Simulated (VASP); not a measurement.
**A VASP 6.6.1 single-point calculation on Li$_{2}$O**

INCAR

```
ISIF = 2
LASPH = .TRUE.
ENCUT = 450
NSW = 0
PREC = Accurate
GGA = PE
NELM = 120
ISMEAR = -4
LREAL = .FALSE.
EDIFF = 1E-7
LWAVE = .FALSE.
LCHARG = .FALSE.
IBRION = -1
NBANDS = 13
SIGMA = 0.005
```

KPOINTS

```
KPOINTS created by Atomic Simulation Environment
0
Gamma
10 10 10
0 0 0
```

POSCAR

```
Li O
 1.0000000000000000
     0.0000000000000000    2.2863690217432397    2.2863690217432397
     2.2863690217432397    0.0000000000000000    2.2863690217432397
     2.2863690217432397    2.2863690217432397    0.0000000000000000
 Li  O
   2   1
Cartesian
  1.1431845108716199  1.1431845108716199  1.1431845108716199
  3.4295535326148601  3.4295535326148601  3.4295535326148601
  0.0000000000000000  0.0000000000000000  0.0000000000000000
```

The recommended PBE PAW datasets give the neutral cell 12 valence electrons.

Command

```
mpirun -np 1 vasp_std
```

Problem. How does this run end, and what does it give?

Solution. It converged. Results: gap between bands v and c on the k mesh 5.03 eV; least direct gap on the k mesh 5.53 eV; pressure 0.6 GPa. Band v is the last that the valence electrons fill when counted band by band, and c is the next.

OSZICAR

```
N       E                     dE             d eps       ncg     rms          rms(c)
DAV:   1     0.412251426476E+02    0.41225E+02   -0.52825E+03  1222   0.908E+02
DAV:   2    -0.107669024816E+02   -0.51992E+02   -0.50169E+02  1500   0.208E+02
DAV:   3    -0.161000993895E+02   -0.53332E+01   -0.52909E+01  2277   0.489E+01
DAV:   4    -0.161360568368E+02   -0.35957E-01   -0.35956E-01  1345   0.550E+00
DAV:   5    -0.161363171160E+02   -0.26028E-03   -0.26028E-03  1754   0.356E-01    0.750E+00
DAV:   6    -0.143728422643E+02    0.17635E+01   -0.82080E+00  1287   0.151E+01    0.277E+00
DAV:   7    -0.143482104353E+02    0.24632E-01   -0.17058E-01  1530   0.285E+00    0.150E+00
DAV:   8    -0.143478145302E+02    0.39591E-03   -0.62515E-02  1487   0.240E+00    0.419E-01
DAV:   9    -0.143460306007E+02    0.17839E-02   -0.54173E-03  1518   0.591E-01    0.127E-01
DAV:  10    -0.143464113602E+02   -0.38076E-03   -0.79582E-04  1422   0.208E-01    0.480E-02
DAV:  11    -0.143463951529E+02    0.16207E-04   -0.39427E-05  1581   0.639E-02    0.126E-02
DAV:  12    -0.143463960925E+02   -0.93958E-06   -0.56919E-06  1555   0.226E-02    0.711E-03
DAV:  13    -0.143463958834E+02    0.20910E-06   -0.22657E-06  1547   0.137E-02    0.159E-03
DAV:  14    -0.143463958335E+02    0.49896E-07   -0.54431E-08  1125   0.250E-03
   1 F= -.14346396E+02 E0= -.14346396E+02  d E =0.000000E+00
```

For comparison, a separate PBE run of the intended cell, on usual settings and not on those above, gives a gap of 5.03 eV on its mesh and a pressure of 3.0 GPa.
